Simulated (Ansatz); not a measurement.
CoO:

```
Co O
1.0
     0.00000    2.13150    2.13150
     2.13150    0.00000    2.13150
     2.13150    2.13150    0.00000
Co O
1 1
Direct
  0.00000 0.00000 0.00000
  0.50000 0.50000 0.50000
```

Base run:

| Quantity | Value |
| --- | --- |
| Program | Ansatz 0.2.0 |
| Functional | PBEsol |
| Potentials or basis | all-electron LAPW, non-relativistic |
| Cutoff | 360 eV (chosen from the basis error) |
| Basis error allowed | 0.001 eV/atom |
| k mesh | 11 × 11 × 11 |
| Occupations | fermi-dirac, width 0.05 eV |
| Spin | collinear spin, ferromagnetic start |
| Starting moments | [2.0, 0.0] μB |

Its results: pressure -9.9 GPa; net moment 2.94 μB per cell; site moments Co +2.57; O +0.35 μB.

The run is repeated on the same cell with these changes: potentials or basis from all-electron LAPW, non-relativistic to all-electron LAPW, scalar-relativistic. What comes out?

Pressure -10.8 GPa; net moment 2.96 μB per cell; site moments Co +2.60; O +0.34 μB.

Caveats: a cell with one magnetic atom can't hold antiferromagnetic order, which such compounds often take.
